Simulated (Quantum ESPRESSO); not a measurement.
SnSe:

```xyz
8
Lattice="11.4200 0.0000 0.0000 0.0000 4.1900 0.0000 0.0000 0.0000 4.4600" Properties=species:S:1:pos:R:3 pbc="T T T"
Sn   10.0153    3.1425    4.0541
Sn    7.1147    1.0475    1.8241
Sn    4.3053    3.1425    2.6359
Sn    1.4047    1.0475    0.4059
Se    7.3431    3.1425    4.3886
Se    9.7869    1.0475    2.1586
Se    1.6331    3.1425    2.3014
Se    4.0769    1.0475    0.0714
```

| Item | Value |
| --- | --- |
| Program | Quantum ESPRESSO 7.5 |
| Task | single point |
| Functional | PBE |
| Potentials or basis | SSSP 1.3 efficiency PBE |
| Cutoff | 816 eV |
| Density cutoff | 6531 eV |
| k mesh | 3 × 6 × 6 |
| Occupations | fermi-dirac, width 0.05 eV |
| Spin | no spin polarisation |

On this cell: pressure 2.4 GPa; largest force 0.323 eV/Å; band gap on the k mesh 0.54 eV, indirect (least direct gap 0.71 eV).

The same run follows on a disturbed copy (atoms moved at random, drawn with an rms of 0.05 Å):

```
CELL_PARAMETERS angstrom
11.42000 0.00000 0.00000
0.00000 4.19000 0.00000
0.00000 0.00000 4.46000
ATOMIC_POSITIONS crystal
Sn 0.87532 0.75014 0.90992
Sn 0.62557 0.24558 0.41107
Sn 0.37286 0.74919 0.59463
Sn 0.12656 0.26253 0.08547
Se 0.64479 0.76315 0.98880
Se 0.85588 0.25954 0.48444
Se 0.14295 0.75453 0.50909
Se 0.36049 0.23136 0.01167
```

Task: What does the disturbed cell give?

Result: The energy moves by +10.4 meV/atom; pressure 3.2 GPa; largest force 0.702 eV/Å; band gap on the k mesh 0.59 eV, indirect (least direct gap 0.74 eV).

Forces on the atoms (eV/Å):
```
Sn   0.518  0.063  0.000
Sn  -0.600  0.138  0.067
Sn   0.665 -0.158 -0.158
Sn  -0.375 -0.067 -0.032
Se  -0.440 -0.170 -0.077
Se   0.535 -0.046  0.027
Se  -0.481 -0.030  0.038
Se   0.178  0.269  0.137
```

Stress tensor (GPa, compression positive):
```
5.45 0.13 0.01
0.13 2.12 0.61
0.01 0.61 1.98
```

Caveats: spin-orbit coupling is left out, which moves the levels of the heavy elements; an odd mesh through Γ misses points on the zone boundary, where band edges often lie.
